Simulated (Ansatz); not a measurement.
# SnTe (Pm-3m) in Ansatz: further runs

One crystal, SnTe, is run at these levels: revPBE, BLYP, PBE; tasks: relaxation of cell and atoms, single point.

Everything below comes from runs of Ansatz 0.2.0. Logs are shortened: lines on timing, memory, paths and dates and some standing lists are left out, and cuts for length are marked.

## (1) The crystal as given

It takes space group Pm-3m (No. 221, cubic). Conventional cell: a = 3.905 Å, b = 3.905 Å, c = 3.905 Å, α = 90.00°, β = 90.00°, γ = 90.00°. Around Te (site symmetry m-3m) lie 8 Sn at 3.38 Å. Around Sn (site symmetry m-3m) lie 8 Te at 3.38 Å.

Measurements of this composition are mostly on another form, of space group No. 225.

## (2) Relaxation of cell and atoms, revPBE

The input, input.yaml:

```yaml
crystal:
  lattice:
    - [3.9047, 0.0, 0.0]
    - [0.0, 3.9047, 0.0]
    - [0.0, 0.0, 3.9047]
  atoms:
    - { symbol: Te, position: [0.5, 0.5, 0.5] }
    - { symbol: Sn, position: [0.0, 0.0, 0.0] }
hamiltonian:
  xc: revpbe
  pseudopotentials: { kind: paw }
kpoints:
  mp_grid: { grid: [7, 7, 7] }
scf:
  occupations: { method: fermi_dirac, width: 0.05 }
output:
  forces: true
  stress: true
  eigenvalues: true
relax:
  f_tol: 0.01
  max_steps: 40
  cell: { stress_tol: 0.05 }
```

Potentials or basis: Ansatz PAW.

On the command line:

```bash
> ansatz run input.yaml --threads 2 --pin off --max-ram 5632MiB --backend cpu --events-out ev --progress --plain --runs-dir out
```

The program printed:

```text
Warning: RAYON_NUM_THREADS=2 ignored (pool sized by the plan → 2); use --threads N
Engine: ansatz 0.2.0, x86_64-unknown-linux-gnu
Pseudopotentials: kind: paw
Pseudopotential: Te, paw, valence charge 16, recommended cutoff 420 eV (normal), Te.paw.azcp
Pseudopotential: Sn, paw, valence charge 14, recommended cutoff 420 eV (normal), Sn.paw.azcp
Functional definition: revPBE
  parameter kappa = 1.245
  parameter beta = 0.06672455060314922
  exchange = pbe_x(kappa = kappa, mu = beta*pi^2/3)
  correlation = pbe_c(beta = beta)
Crystal: 2 atoms, lattice volume = 59.534 Å³
Basis set: ecut = 420 eV, 1189 PW (Γ), exchange–correlation on 54×54×54 points (8 copies of the dense FFT grid, shifted against one another)
Bands: 19, of which v1, the nominal top of the filled ones, is band 15 counted from 1 (14 counted from 0)
Symmetry: 48 space group operations
Space group: Pm-3m (ITA 221), of the structure as read, at distance tolerance 3.9e-5 Å
k-points: 20 of 343
Non-local potential: Te, projectors of the file, l = 0: 2, l = 1: 2, l = 2: 2, l = 3: 2
Non-local potential: Sn, projectors of the file, l = 0: 2, l = 1: 2, l = 2: 2, l = 3: 2
PAW form: soft (Blöchl's): semilocal exchange-correlation on the pseudo side does not see the compensation charge
PAW frozen core: Te, regenerated for the run's functional, and the local potential with it (the file was generated under x = pbe(κ = 0.804, μ = 0.2195149727645171), c = pbe(β = 0.06672455060314922))
PAW frozen core: Sn, regenerated for the run's functional, and the local potential with it (the file was generated under x = pbe(κ = 0.804, μ = 0.2195149727645171), c = pbe(β = 0.06672455060314922))
PAW one-centre angular grid: Te, 590 points (default); XC on 64 Gauss nodes
PAW one-centre angular grid: Sn, 590 points (default); XC on 64 Gauss nodes
Initial density: superposition of atomic densities (neutral atoms: chi_scale 0, normalization atom), corrected by the library's trained network
Initial wavefunctions: pseudopotential atomic-orbital guess
Functional: x = revpbe(κ = 1.245, μ = 0.2195149727645171), c = pbe(β = 0.06672455060314922)
SCF iter   1: F=—  HF=-13016.644008 eV  |F-HF|=—  |Δ(HF+E_count)|=         —  Δρ=3.04e-3  dr2=8.79e-3  ethr=1.77e-3  ⟨swp⟩=6.4  Hψ=1975  notcnv=0
preconditioner: auto → Kerker (q_TF=auto, 2.434 Å⁻¹)  [metal: Δε(μ)=0.056 eV  Ē_g=8.463 eV  σ=0.050 eV  W_gap=0.25  n_scr=18 (ndim 8)  ℏωp=15.2 eV  f_vac=0.000  D(μ)=2.39/eV (n_scr^D=18)]
SCF iter   2: F=—  HF=-13016.641516 eV  |F-HF|=—  |Δ(HF+E_count)|=   2.49e-3  Δρ=1.53e-3  dr2=2.50e-3  ethr=2.93e-5  ⟨swp⟩=2.1  Hψ=649  notcnv=0
SCF iter   3: F=—  HF=-13016.641240 eV  |F-HF|=—  |Δ(HF+E_count)|=   2.76e-4  Δρ=3.44e-4  dr2=3.91e-5  ethr=8.32e-6  ⟨swp⟩=2.1  Hψ=462  notcnv=0
SCF iter   4: F=—  HF=-13016.641274 eV  |F-HF|=—  |Δ(HF+E_count)|=   3.42e-5  Δρ=1.56e-4  dr2=1.03e-5  ethr=1.30e-7  ⟨swp⟩=2.6  Hψ=745  notcnv=0
SCF iter   5: F=—  HF=-13016.641284 eV  |F-HF|=—  |Δ(HF+E_count)|=   1.00e-5  Δρ=5.53e-5  dr2=1.95e-6  ethr=3.43e-8  ⟨swp⟩=2.0  Hψ=582  notcnv=0
[... 21 lines left out ...]
SCF iter   3: F=—  HF=-13016.641297 eV  |F-HF|=—  |Δ(HF+E_count)|=   3.12e-9  Δρ=7.85e-7  dr2=7.24e-10  ethr=1.17e-11  ⟨swp⟩=2.2  Hψ=519  notcnv=0
SCF iter   4: F=—  HF=-13016.641297 eV  |F-HF|=—  |Δ(HF+E_count)|=  1.27e-11  Δρ=4.33e-7  dr2=1.83e-10  ethr=2.41e-12  ⟨swp⟩=1.6  Hψ=523  notcnv=0
SCF iter   5: F=-13016.641297 eV  HF=-13016.641297 eV  |F-HF|=0.00e0  |Δ(HF+E_count)|=  3.64e-11  Δρ=8.81e-8  dr2=6.75e-12  ethr=1.00e-12  ⟨swp⟩=5.8  Hψ=1930  notcnv=0
SCF 3 converged in 5 iterations: F = -13016.641297 eV  dr2 = 6.75e-12
relax step   3: F+E_penalty+E_count = -13016.64129699 eV  Δ(F+E_penalty+E_count) = +2.709e-5 eV  max|allowed force component| = 8.546e-31 eV/Å  Δτ_max = 0.0000 Å  P = -0.013 GPa  Ω = 59.439 Å³  stress off target by 1.33e-2 GPa  SCF on the basis re-selected at this cell (its energy is not comparable with the rows above)  (5 SCF iters)
basis re-selected at this cell: Δ(F+E_penalty+E_count) = +2.709e-5 eV, ΔP = +0.000 GPa vs the last step (what re-selecting the basis moved, of the pressure what is left beyond the Pulay correction that the steps carried, after the strain that the cell walked since its last selection, with what the two solves' SCF thresholds leave and, on support functions, any second-order correction that the steps lacked; it is no measure of the basis error at this ecutwfc). This SCF's stress stands 1.33e-2 GPa from its target on what of the cell is left free (relax.cell.stress_tol is 5.00e-2 GPa) and its largest allowed force component is 8.55e-31 eV/Å (relax.f_tol is 1.00e-2 eV/Å): within both
SCF converged after 5 iterations
Free energy (F): -13016.641297 eV
Harris-Foulkes:  -13016.641297 eV  (|F-HF|=0.00e0)
Internal energy: -13016.621812 eV  (E = F + TS)
E sigma→0 (E₀):  -13016.631555 eV
Entropy (-TS):   -0.019485 eV (-9.742 meV/atom)
Fermi energy:    9.979074 eV
--- Per-component energies (eV) ---
  E_band       = -330.851633
  E_kinetic    = 364.133846
  E_local      = -1963.435689  (includes V_loc(G=0)·N_el)
  E_nonlocal   = -344.524947
  E_hartree    = 1270.991590
  E_xc         = -507.403959
  E_vxc        = -199.224598  (∫ρ·V_xc dr)
  E_paw        = -8807.608095  (= ΣΔE_a)
  E_vpaw       = -729.783149  (= ΣTr[D̂ρ^β])
  E_aug_tail   = -0.000160  (compensation charges beyond the density's cutoff)
  E_ewald      = -3028.765595
  E_core_change = -0.008803  (= ΣΔE_core)
  E_smearing   = -0.019485  (= −TS)
  E_closure    = -0.000000  (closes the sum)
  Σ components = -13016.641297   (vs F -13016.641297, Δ=0.00e0)
--- Forces (eV/Å), atoms counted from 1 ---
  atom   1  Te     0.00000000     0.00000000    -0.00000000
  atom   2  Sn    -0.00000000    -0.00000000    -0.00000000
  max |Σ_I F_I| component: 1.45e-30 eV/Å
--- Stress (GPa, compression-positive) ---
       -0.013277      -0.000000       0.000000
        0.000000      -0.013277      -0.000000
        0.000000      -0.000000      -0.013277
  P = ⅓ Tr σ = -0.0133 GPa (-0.133 kbar)
--- Band table (eV; the first three rows and the last of 20) ---
  k-point 0: bands = ["-26.6581", "-26.6581", "-26.6526", "-26.6526", "-26.6526", "-11.6314", "-11.6314", "-11.5936", "-11.5936", "-11.5936", "-2.3177", "4.7498", "8.2712", "8.2712", "8.2712", "13.5998", "13.5998", "15.4057", "15.4057"]
  k-point 1: bands = ["-26.6580", "-26.6570", "-26.6529", "-26.6529", "-26.6526", "-11.6312", "-11.6254", "-11.5956", "-11.5956", "-11.5935", "-2.1604", "4.2231", "8.2739", "8.4553", "8.4553", "13.7748", "14.0711", "14.8333", "14.8333"]
  k-point 2: bands = ["-26.6580", "-26.6548", "-26.6534", "-26.6534", "-26.6526", "-11.6307", "-11.6117", "-11.6002", "-11.6002", "-11.5932", "-1.7298", "3.0520", "8.6460", "8.9688", "8.9688", "12.4977", "13.5664", "13.5664", "14.2964"]
  k-point 19: bands = ["-26.6550", "-26.6550", "-26.6550", "-26.6502", "-26.6502", "-11.6146", "-11.6143", "-11.6143", "-11.5830", "-11.5830", "0.0673", "4.5364", "6.8146", "6.9820", "6.9820", "9.1589", "9.1589", "9.9953", "22.1141"]
--- Relaxed structure (2 steps of the walk, 2 accepted, 1 SCFs on fresh bases) ---
  F+E_penalty+E_count = -13016.64129699 eV   max|allowed force component| = 8.546e-31 eV/Å   (the final SCF, on the basis selected at the relaxed cell)
  cell:  # Å, volume = 59.4388 Å³
    - [3.902624418906745, 3.209883240645393e-35, 6.419766481290786e-35]
    - [3.209883240645393e-35, 3.902624418906745, 0.0]
    - [6.419766481290786e-35, 0.0, 3.902624418906745]
  atoms:
    - { symbol: Te, position: [0.5, 0.5, 0.5] }
    - { symbol: Sn, position: [8.991240798155808e-37, 4.1745046562866255e-37, -6.422314855825577e-38] }
```

Wall time 3.5 s (2 threads of AMD EPYC 7R43 (Zen 3), shared host); peak memory 0.39 GiB.

Results:

- Free energy: -13016.6413 eV
- Relaxed volume: 29.72 Å³/atom
- Relaxed cell: a = 3.903 Å, b = 3.903 Å, c = 3.903 Å, α = 90.00°, β = 90.00°, γ = 90.00°
- Space group after relaxing (to 0.05 Å): Pm-3m (No. 221)
- Energy gained by relaxing: 0.0 meV/atom
- Ionic steps: 3
- Pressure after relaxing: 0.0 GPa
- Band gap on the k mesh: none (metal or under the smearing width)

Final structure:
```cif
data_structure
_symmetry_space_group_name_H-M 'P 1'
_symmetry_Int_Tables_number 1
_cell_length_a 3.9026
_cell_length_b 3.9026
_cell_length_c 3.9026
_cell_angle_alpha 90.000
_cell_angle_beta 90.000
_cell_angle_gamma 90.000
_cell_volume 59.44
loop_
_atom_site_label
_atom_site_type_symbol
_atom_site_fract_x
_atom_site_fract_y
_atom_site_fract_z
_atom_site_occupancy
Te1 Te 0.50000 0.50000 0.50000 1
Sn1 Sn 0.00000 0.00000 0.00000 1
```

Caveat: the plane-wave basis is chosen anew once the cell has moved, so the energies of steps on either side of that aren't comparable; the PAW data sets come from PBE, with cores solved anew for the run's functional, which leaves a small shift of forces and pressure.

## (3) Relaxation of cell and atoms, BLYP

Edit input.yaml of step 2 so:

```diff
@@ -9,3 +9,3 @@
 hamiltonian:
-  xc: revpbe
+  xc: blyp
   pseudopotentials: { kind: paw }
```

Potentials or basis: Ansatz PAW.

On the command line:

```bash
> ansatz run input.yaml --threads 2 --pin off --max-ram 5632MiB --backend cpu --events-out ev --progress --plain --runs-dir out
```

The program printed:

```text
Warning: RAYON_NUM_THREADS=2 ignored (pool sized by the plan → 2); use --threads N
[... 4 set-up lines as earlier in the session ...]
Functional definition: BLYP
  parameter beta = 0.0042
  parameter a = 0.04918
  parameter b = 0.132
  parameter c = 0.2533
  parameter d = 0.349
  exchange = b88_x(beta = beta)
  correlation = lyp_c(a = a, b = b, c = c, d = d)
Crystal: 2 atoms, lattice volume = 59.534 Å³
Basis set: ecut = 420 eV, 1189 PW (Γ), exchange–correlation on 54×54×54 points (8 copies of the dense FFT grid, shifted against one another)
Bands: 19, of which v1, the nominal top of the filled ones, is band 15 counted from 1 (14 counted from 0)
[... 2 set-up lines as earlier in the session ...]
k-points: 20 of 343
[... 4 set-up lines as earlier in the session ...]
[... 68 lines left out ...]
  E_xc         = -502.526637
  E_vxc        = -195.203679  (∫ρ·V_xc dr)
  E_paw        = -8831.773153  (= ΣΔE_a)
  E_vpaw       = -722.618778  (= ΣTr[D̂ρ^β])
  E_aug_tail   = -0.000190  (compensation charges beyond the density's cutoff)
  E_ewald      = -2918.014592
  E_core_change = -0.153874  (= ΣΔE_core)
  E_smearing   = -0.015743  (= −TS)
  E_closure    = -0.000000  (closes the sum)
  Σ components = -13037.691801   (vs F -13037.691801, Δ=0.00e0)
--- Forces (eV/Å), atoms counted from 1 ---
  atom   1  Te     0.00000000    -0.00000000    -0.00000000
  atom   2  Sn    -0.00000000     0.00000000     0.00000000
  max |Σ_I F_I| component: 3.16e-30 eV/Å
--- Stress (GPa, compression-positive) ---
        0.017521      -0.000000       0.000000
       -0.000000       0.017521      -0.000000
        0.000000      -0.000000       0.017521
  P = ⅓ Tr σ = 0.0175 GPa (0.175 kbar)
--- Band table (eV; the first three rows and the last of 20) ---
  k-point 0: bands = ["-27.3877", "-27.3877", "-27.3856", "-27.3856", "-27.3856", "-13.0079", "-13.0079", "-12.9823", "-12.9823", "-12.9823", "-2.8426", "2.9327", "7.3092", "7.3092", "7.3092", "12.9606", "12.9606", "13.2394", "13.2394"]
  k-point 1: bands = ["-27.3877", "-27.3871", "-27.3857", "-27.3857", "-27.3856", "-13.0078", "-13.0041", "-12.9835", "-12.9835", "-12.9822", "-2.7124", "2.6164", "7.2355", "7.4700", "7.4700", "12.2964", "12.8166", "12.8166", "13.1263"]
  k-point 2: bands = ["-27.3877", "-27.3860", "-27.3860", "-27.3858", "-27.3855", "-13.0075", "-12.9954", "-12.9862", "-12.9862", "-12.9821", "-2.3634", "1.8412", "7.4122", "7.9178", "7.9178", "10.7502", "11.8317", "11.8317", "13.6205"]
  k-point 19: bands = ["-27.3870", "-27.3870", "-27.3870", "-27.3830", "-27.3830", "-12.9946", "-12.9944", "-12.9944", "-12.9773", "-12.9773", "-1.0495", "2.8927", "6.0833", "6.3144", "6.3144", "8.2468", "8.2468", "8.9481", "19.9786"]
--- Relaxed structure (3 steps of the walk, 3 accepted, 1 SCFs on fresh bases) ---
  F+E_penalty+E_count = -13037.69180077 eV   max|allowed force component| = 1.841e-30 eV/Å   (the final SCF, on the basis selected at the relaxed cell)
  cell:  # Å, volume = 66.4668 Å³
    - [4.0507455312846, 1.79753461476142e-33, 0.0]
    - [1.79753461476142e-33, 4.0507455312846, -1.2839532962581572e-34]
    - [-1.2839532962581571e-33, -1.2839532962581572e-34, 4.0507455312846]
  atoms:
    - { symbol: Te, position: [0.5, 0.5, 0.5] }
    - { symbol: Sn, position: [-5.754394110814483e-35, -3.082711130794782e-35, 4.110281507743322e-36] }
```

It took 5.4 s on 2 threads of AMD EPYC 7R43 (Zen 3), shared host; peak memory 0.37 GiB.

Results:

```
Free energy                            : -13037.6918 eV
Relaxed volume                         : 33.23 Å³/atom
Relaxed cell                           : a = 4.051 Å, b = 4.051 Å, c = 4.051 Å, α = 90.00°, β = 90.00°, γ = 90.00°
Space group after relaxing (to 0.05 Å) : Pm-3m (No. 221)
Energy gained by relaxing              : 40.7 meV/atom
Ionic steps                            : 4
Pressure after relaxing                : 0.0 GPa
Band gap on the k mesh                 : none (metal or under the smearing width)
```

Step by step:
| step | energy change (eV) | largest force (eV/Å) | volume (Å³) |
| --- | --- | --- | --- |
| 1 | 0.0000 | 0.0000 | 59.53 |
| 2 | -0.0787 | 0.0000 | 65.39 |
| 3 | -0.0804 | 0.0000 | 66.47 |
| 4 | -0.0814 | 0.0000 | 66.47 |

Final structure:
```
CELL_PARAMETERS angstrom
4.05075 0.00000 0.00000
0.00000 4.05075 0.00000
0.00000 0.00000 4.05075
ATOMIC_POSITIONS crystal
Te 0.50000 0.50000 0.50000
Sn 0.00000 0.00000 0.00000
```

Levels at points of the mesh, in eV from the Fermi level:
```
           k point  band 11  band 12  band 13  band 14  band 15  band 16  band 17  band 18  band 19
(0.00, 0.00, 0.00)   -11.63    -5.85    -1.48    -1.48    -1.48     4.17     4.17     4.45     4.45
```

Caveat: the plane-wave basis is chosen anew once the cell has moved, so the energies of steps on either side of that aren't comparable; the PAW data sets come from PBE, with cores solved anew for the run's functional, which leaves a small shift of forces and pressure. Spin-orbit coupling is left out, which matters for the levels of Te.

## (4) Single point, PBE

The input, input.yaml:

```yaml
crystal:
  lattice:
    - [3.9047, 0.0, 0.0]
    - [0.0, 3.9047, 0.0]
    - [0.0, 0.0, 3.9047]
  atoms:
    - { symbol: Te, position: [0.5, 0.5, 0.5] }
    - { symbol: Sn, position: [0.0, 0.0, 0.0] }
hamiltonian:
  xc: pbe
  pseudopotentials: { kind: paw }
kpoints:
  mp_grid: { grid: [7, 7, 7] }
scf:
  occupations: { method: gaussian, width: 0.012 }
output:
  forces: true
  stress: true
  eigenvalues: true
```

Potentials or basis: Ansatz PAW.

On the command line:

```bash
> ansatz run input.yaml --threads 2 --pin off --max-ram 5632MiB --backend cpu --events-out ev --progress --plain --runs-dir out
```

The program printed:

```text
Warning: RAYON_NUM_THREADS=2 ignored (pool sized by the plan → 2); use --threads N
[... 4 set-up lines as earlier in the session ...]
Functional definition: PBE
  parameter kappa = 0.804
[... 3 set-up lines as earlier in the session ...]
Crystal: 2 atoms, lattice volume = 59.534 Å³
Basis set: ecut = 420 eV, 1189 PW (Γ), exchange–correlation on 54×54×54 points (8 copies of the dense FFT grid, shifted against one another)
Bands: 19, of which v1, the nominal top of the filled ones, is band 15 counted from 1 (14 counted from 0)
[... 2 set-up lines as earlier in the session ...]
k-points: 20 of 343
[... 5 set-up lines as earlier in the session ...]
[... 11 lines left out ...]
SCF 1 converged in 7 iterations: F = -13004.247920 eV  dr2 = 8.86e-8
SCF converged after 7 iterations
Free energy (F): -13004.247920 eV
Harris-Foulkes:  -13004.247920 eV  (|F-HF|=4.01e-8)
Internal energy: -13004.247291 eV  (E = F + TS)
E sigma→0 (E₀):  -13004.247606 eV
Entropy (-TS):   -0.000629 eV (-0.315 meV/atom)
Fermi energy:    9.838779 eV
--- Per-component energies (eV) ---
  E_band       = -333.326345
  E_kinetic    = 364.540246
  E_local      = -1967.223088  (includes V_loc(G=0)·N_el)
  E_nonlocal   = -343.365425
  E_hartree    = 1271.379315
  E_xc         = -506.967644
  E_vxc        = -199.963203  (∫ρ·V_xc dr)
  E_paw        = -8795.454903  (= ΣΔE_a)
  E_vpaw       = -730.075584  (= ΣTr[D̂ρ^β])
  E_aug_tail   = -0.000167  (compensation charges beyond the density's cutoff)
  E_ewald      = -3027.155625
  E_smearing   = -0.000629  (= −TS)
  E_closure    = 0.000000  (closes the sum)
  Σ components = -13004.247920   (vs F -13004.247920, Δ=0.00e0)
--- Forces (eV/Å), atoms counted from 1 ---
  atom   1  Te     0.00000000    -0.00000000     0.00000000
  atom   2  Sn    -0.00000000     0.00000000    -0.00000000
  max |Σ_I F_I| component: 3.29e-30 eV/Å
--- Stress (GPa, compression-positive) ---
       -1.133955       0.000000       0.000000
       -0.000000      -1.133955       0.000000
        0.000000       0.000000      -1.133955
  P = ⅓ Tr σ = -1.1340 GPa (-11.340 kbar)
--- Band table (eV; the first three rows and the last of 20) ---
  k-point 0: bands = ["-26.7680", "-26.7680", "-26.7629", "-26.7629", "-26.7629", "-11.6538", "-11.6538", "-11.6169", "-11.6169", "-11.6169", "-2.4343", "4.6062", "8.1650", "8.1650", "8.1650", "13.5079", "13.5079", "15.2649", "15.2649"]
  k-point 1: bands = ["-26.7679", "-26.7669", "-26.7631", "-26.7631", "-26.7629", "-11.6535", "-11.6477", "-11.6190", "-11.6190", "-11.6168", "-2.2782", "4.0890", "8.1622", "8.3484", "8.3484", "13.6826", "13.9472", "14.7000", "14.7000"]
  k-point 2: bands = ["-26.7679", "-26.7647", "-26.7637", "-26.7637", "-26.7628", "-11.6530", "-11.6340", "-11.6235", "-11.6235", "-11.6166", "-1.8513", "2.9336", "8.5256", "8.8597", "8.8597", "12.3646", "13.4455", "13.4455", "14.2032"]
  k-point 19: bands = ["-26.7653", "-26.7653", "-26.7653", "-26.7602", "-26.7602", "-11.6381", "-11.6378", "-11.6378", "-11.6051", "-11.6051", "-0.0768", "4.4145", "6.7106", "6.8806", "6.8806", "9.0590", "9.0590", "9.8910", "21.9809"]
```

It took 1.2 s on 2 threads of AMD EPYC 7R43 (Zen 3), shared host; peak memory 0.38 GiB.

What came out:

* Free energy: -13004.2479 eV
* Pressure: -1.1 GPa
* Band gap on the k mesh: none (metal or under the smearing width)

Levels at points of the mesh, in eV from the Fermi level:
```tsv
k point	band 12	band 13	band 14	band 15	band 16	band 17	band 18	band 19
(0.00, 0.00, 0.00)	-5.23	-1.67	-1.67	-1.67	3.67	3.67	5.43	5.43
```

The run has no spin-orbit coupling, so splittings on Te are missing.

## (5) The runs side by side

```tsv
task	level	cell	smearing	gap on the mesh (eV)	pressure (GPa)	relaxed volume (Å³/atom)
relaxation of cell and atoms	revPBE	relaxed	fermi-dirac 0.05 eV	none	0.0	29.72
relaxation of cell and atoms	BLYP	relaxed	fermi-dirac 0.05 eV	none	0.0	33.23
single point	PBE	as given	gaussian 0.012 eV	none	-1.1	-
```

Alike in all rows: potentials or basis Ansatz PAW; no spin polarisation; k mesh 7 × 7 × 7; cutoff (eV) 420.

Caveats: the plane-wave basis is chosen anew once the cell has moved, so the energies of steps on either side of that aren't comparable (some runs); the PAW data sets come from PBE, with cores solved anew for the run's functional, which leaves a small shift of forces and pressure (some runs).

Absolute energies hang on the potentials; compare differences alone.
